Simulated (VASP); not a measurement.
Here is a VASP 6.6.1 calculation.

Contents of INCAR:

```
SYSTEM = AlAu
ALGO     = Fast           ! electronic algorithm
EDIFF    = 1E-7           ! SCF threshold, eV
EDIFFG   = -0.005         ! ionic threshold
ENCUT    = 600            ! plane-wave cutoff, eV
IBRION   = 2              ! ionic algorithm
ISIF     = 3              ! what is computed and relaxed
ISMEAR   = -1             ! smearing method
LASPH    = .True.         ! aspherical terms in the spheres
LCHARG   = .False.        ! write CHGCAR
LREAL    = .False.        ! projectors in reciprocal space
LWAVE    = .False.        ! write WAVECAR
NELM     = 60             ! most SCF steps
NSW      = 60             ! ionic steps
PREC     = Accurate       ! precision mode
SIGMA    = 0.05           ! smearing width, eV
```

File KPOINTS:

```
k-points
0
Gamma
  8 8 8
  0 0 0
```

The input POSCAR:

```
AlAu
1.0
    3.2239420000      0.0000000000      0.0000000000
    0.0000000000      3.2239420000      0.0000000000
    0.0000000000      0.0000000000      3.2239420000
Au Al
1 1
Direct
    0.5000000000      0.5000000000      0.5000000000
    0.0000000000      0.0000000000      0.0000000000
```

Potentials or basis: VASP PAW LDA potentials, release 64 (Au, Al).

Command:

```sh
$ cat potpaw_LDA.64/Au/POTCAR potpaw_LDA.64/Al/POTCAR > POTCAR
$ mpirun -np 1 vasp_std > vasp.out
```

(1) What does it give for the relaxed volume?

(2) Estimate the band gap on the k mesh.

(3) Predict the relaxed cell.

Results:

(1) 15.67 Å³/atom.

(2) none (metal or under the smearing width).

(3) a = 3.153 Å, b = 3.153 Å, c = 3.153 Å, α = 90.00°, β = 90.00°, γ = 90.00°.
